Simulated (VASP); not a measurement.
# C (Fd-3m) in VASP: a series of runs, part 2 of 2

VASP 6.6.1. The steps go on from the part before.

## 3. Born charges and dielectric tensor, PBE

The input, INCAR:

```
SYSTEM = C
  PREC = Accurate
  ENCUT = 520
  EDIFF = 1E-8
  ISMEAR = 0
  SIGMA = 0.02
  LREAL = .False.
  LASPH = .True.
  NELM = 80
  ALGO = Normal
  ISIF = 2
  LWAVE = .False.
  LCHARG = .False.
  GGA = PE
  LEPSILON = .True.
  IBRION = 8
  NSW = 1
```

The input, KPOINTS:

```
regular mesh
0
Gamma
  10 10 10
  0 0 0
```

The input, POSCAR:

```
C                                       
1.0
    0.0000000000      1.7867157877      1.7867157877
    1.7867157877      0.0000000000      1.7867157877
    1.7867157877      1.7867157877      0.0000000000
  C             
     2
Direct
     0.0000000000000000    0.0000000000000000    0.0000000000000000
     0.2500000000000000    0.2500000000000000    0.2500000000000000
```

Potentials or basis: VASP PAW PBE potentials, release 64 (C).

Run with:

```console
cat potpaw_PBE.64/C/POTCAR > POTCAR
mpirun -np 1 vasp_std > vasp.out
```

OUTCAR:

```text
SYSTEM = C
   PREC = Accurate
   ENCUT = 520
   EDIFF = 1E-8
   ISMEAR = 0
   LREAL = .False.
   LASPH = .True.
   NELM = 80
   ISIF = 2
   GGA = PE
   LEPSILON = .True.
   IBRION = 8
   NSW = 1

 ion  position               nearest neighbor table
   1  0.000  0.000  0.000-   2 1.55   2 1.55   2 1.55   2 1.55
   2  0.250  0.250  0.250-   1 1.55   1 1.55   1 1.55   1 1.55

  LATTYP: Found a face centered cubic cell.
 ALAT       =     3.5734315754

  Lattice vectors:

 A1 = (   0.0000000000,   1.7867157877,   1.7867157877)
 A2 = (   1.7867157877,   0.0000000000,   1.7867157877)
 A3 = (   1.7867157877,   1.7867157877,   0.0000000000)

Analysis of symmetry for initial positions (statically):
=====================================================================
 Subroutine PRICEL returns:
 Original cell was already a primitive cell.

[... 561 lines left out ...]

 SECOND DERIVATIVES (NOT SYMMETRIZED)
 ------------------------------------
               1X          1Y          1Z          2X          2Y          2Z
  1X   -36.821852    0.000000    0.000000   36.821852    0.000000    0.000000
  1Y     0.000000  -36.821852    0.000000    0.000000   36.821852    0.000000
  1Z     0.000000    0.000000  -36.821852    0.000000    0.000000   36.821852
  2X    36.821852    0.000000    0.000000  -36.821852    0.000000    0.000000
  2Y     0.000000   36.821852    0.000000    0.000000  -36.821852    0.000000
  2Z     0.000000    0.000000   36.821852    0.000000    0.000000  -36.821852

 Eigenvectors and eigenvalues of the dynamical matrix
 ----------------------------------------------------

   1 f  =   38.710515 THz   243.225342 2PiTHz 1291.243805 cm-1   160.093756 meV
             X         Y         Z           dx          dy          dz
      0.000000  0.000000  0.000000     0.000000   -0.707107    0.000000
      0.893358  0.893358  0.893358     0.000000    0.707107    0.000000
[... 21 lines left out ...]
   6 f  =    0.000000 THz     0.000000 2PiTHz    0.000000 cm-1     0.000000 meV
             X         Y         Z           dx          dy          dz
      0.000000  0.000000  0.000000     0.000000    0.000000    0.707107
      0.893358  0.893358  0.893358     0.000000    0.000000    0.707107

--------------------------------------------------------------------------------------------------------

 MACROSCOPIC STATIC DIELECTRIC TENSOR IONIC CONTRIBUTION
 ------------------------------------------------------
           0.000000     0.000000     0.000000
           0.000000     0.000000     0.000000
           0.000000     0.000000     0.000000
 ------------------------------------------------------

 ELASTIC MODULI CONTR FROM IONIC RELAXATION (kBar)
 Direction    XX          YY          ZZ          XY          YZ          ZX
 --------------------------------------------------------------------------------
 XX           0.0000      0.0000      0.0000      0.0000      0.0000      0.0000
 YY           0.0000      0.0000      0.0000      0.0000      0.0000      0.0000
 ZZ           0.0000      0.0000      0.0000      0.0000      0.0000      0.0000
 XY           0.0000      0.0000      0.0000    -28.8287      0.0000      0.0000
 YZ           0.0000      0.0000      0.0000      0.0000    -28.8287      0.0000
 ZX           0.0000      0.0000      0.0000      0.0000      0.0000    -28.8287
 --------------------------------------------------------------------------------

 PIEZOELECTRIC TENSOR IONIC CONTR  for field in x, y, z        (C/m^2)
          XX          YY          ZZ          XY          YZ          ZX
  --------------------------------------------------------------------------------
  x     0.00000     0.00000     0.00000     0.00000     0.00000     0.00000
  y     0.00000     0.00000     0.00000     0.00000     0.00000     0.00000
  z     0.00000     0.00000     0.00000     0.00000     0.00000     0.00000
```

stdout:

```text
POSCAR found type information on POSCAR C
 POSCAR found :  1 types and       2 ions
 scaLAPACK will be used
 LDA part: xc-table for (Slater+PW92), standard interpolation
 POSCAR, INCAR and KPOINTS ok, starting setup
 FFT: planning ... GRIDC
 FFT: planning ... GRID_SOFT
 FFT: planning ... GRID
 WAVECAR not read
 entering main loop
 Linear response reoptimize wavefunctions to high precision
 Linear response G [H, r] |phi>, progress :
  Direction:   1
 Linear response G [H, r] |phi>, progress :
  Direction:   2
 Linear response G [H, r] |phi>, progress :
  Direction:   3
 Linear response to external field (no local field effect), progress :
  Direction:   1
 dielectric tensor                  component  1 :     6.985     2.703     0.767
 Linear response to external field (no local field effect), progress :
  Direction:   2
 dielectric tensor                  component  2 :     2.703     6.933    -0.988
 Linear response to external field (no local field effect), progress :
  Direction:   3
 dielectric tensor                  component  3 :     0.767    -0.988     4.008
 Linear response to external field, progress :
  Direction:   1
 dielectric tensor                  component  1 :     5.868     1.704     0.505
 Linear response to external field, progress :
  Direction:   2
 dielectric tensor                  component  2 :     1.425     5.868    -0.167
 Linear response to external field, progress :
  Direction:   3
 dielectric tensor                  component  3 :     0.174     1.014     5.868
 Linear response DOF=           1
 Linear response progress:
 first order change of Fermi-energy   0.19247E-03
 force on displaced ion       1 direction 1 : -36.822  -0.000  -0.000
 Born effective charge ion    1 direction 1 :  -0.001   0.000   0.000
 Born effective charges drift removed
 Linear response finished
```

Run time: 95 s. Hardware: 1 thread of Intel Xeon Platinum 8375C at 2.90GHz (Ice Lake), shared host; peak memory 0.15 GiB.

Results:

| Item | Value |
| --- | --- |
| Band gap on the k mesh | 4.16 eV, indirect (least direct gap 5.57 eV) |
| Electronic dielectric tensor (diagonal) | 5.87 |
| Born charges (mean of the diagonal) | C +0.00 e |
| Highest phonon frequency at Γ | 1291 cm⁻¹ |

Phonon frequencies in cm⁻¹ (negative: imaginary):
```csv
q point,frequencies
"(0.000, 0.000, 0.000)",0 0 0 1291 1291 1291
```

Electronic dielectric tensor:
```
5.87 0.00 0.00
0.00 5.87 0.00
0.00 0.00 5.87
```

Born effective charge tensors (e):
atom 1, C
```
0.00 0.00 0.00
0.00 0.00 0.00
0.00 0.00 0.00
```
atom 2, C
```
0.00 0.00 0.00
0.00 0.00 0.00
0.00 0.00 0.00
```

A k mesh can miss the band edges. Expect the measured gap to be larger: semilocal functionals such as PBE lack the derivative discontinuity.
